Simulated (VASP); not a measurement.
A run of VASP 6.6.1:

The input INCAR:

```
SYSTEM = C
ALGO     = Fast           ! electronic algorithm
EDIFF    = 1E-6           ! SCF threshold, eV
EDIFFG   = -0.08          ! ionic threshold
ENCUT    = 520            ! plane-wave cutoff, eV
GGA      = PE             ! functional
IBRION   = 2              ! ionic algorithm
ISIF     = 2              ! what is computed and relaxed
ISMEAR   = -1             ! smearing method
LASPH    = .True.         ! aspherical terms in the spheres
LCHARG   = .False.        ! write CHGCAR
LREAL    = Auto         
LWAVE    = .False.        ! write WAVECAR
NELM     = 100            ! most SCF steps
NSW      = 45             ! ionic steps
PREC     = Accurate       ! precision mode
SIGMA    = 0.02           ! smearing width, eV
```

Contents of KPOINTS:

```
k-points
0
Gamma
  1 1 1
  0 0 0
```

POSCAR

```
C
1.0
    9.8640000000      0.0000000000      0.0000000000
   -4.9320000000      8.5424750000      0.0000000000
    0.0000000000      0.0000000000     13.0000000000
C
32
Direct
    0.0000000000      0.0000000000      0.0769231000
    0.1666667000      0.0833333000      0.0769231000
    0.0000000000      0.2500000000      0.0769231000
    0.1666667000      0.3333333000      0.0769231000
    0.0000000000      0.5000000000      0.0769231000
    0.1666667000      0.5833333000      0.0769231000
    0.0000000000      0.7500000000      0.0769231000
    0.1666667000      0.8333333000      0.0769231000
    0.2500000000      0.0000000000      0.0769231000
    0.4166667000      0.0833333000      0.0769231000
    0.2500000000      0.2500000000      0.0769231000
    0.4166667000      0.3333333000      0.0769231000
    0.2500000000      0.5000000000      0.0769231000
    0.4166667000      0.5833333000      0.0769231000
    0.2500000000      0.7500000000      0.0769231000
    0.4166667000      0.8333333000      0.0769231000
    0.5000000000      0.0000000000      0.0769231000
    0.6666667000      0.0833333000      0.0769231000
    0.5000000000      0.2500000000      0.0769231000
    0.6666667000      0.3333333000      0.0769231000
    0.5000000000      0.5000000000      0.0769231000
    0.6666667000      0.5833333000      0.0769231000
    0.5000000000      0.7500000000      0.0769231000
    0.6666667000      0.8333333000      0.0769231000
    0.7500000000      0.0000000000      0.0769231000
    0.9166667000      0.0833333000      0.0769231000
    0.7500000000      0.2500000000      0.0769231000
    0.9166667000      0.3333333000      0.0769231000
    0.7500000000      0.5000000000      0.0769231000
    0.9166667000      0.5833333000      0.0769231000
    0.7500000000      0.7500000000      0.0769231000
    0.9166667000      0.8333333000      0.0769231000
```

Potentials or basis: VASP PAW PBE potentials, release 64 (C).

Launch:

```sh
$ cat potpaw_PBE.64/C/POTCAR > POTCAR
$ mpirun -np 1 vasp_gam > vasp.out
```

Hardware: 1 thread of Intel(R) Xeon(R) 6975P-C (Granite Rapids), on a shared host.

**Question.** How long does it take, and how much memory?

**Answer.** Wall time 110 s on 1 thread of Intel(R) Xeon(R) 6975P-C (Granite Rapids), with other jobs on the host, peak memory 1 GiB. Counts: scf iterations 21, k points 1, ion steps 1.
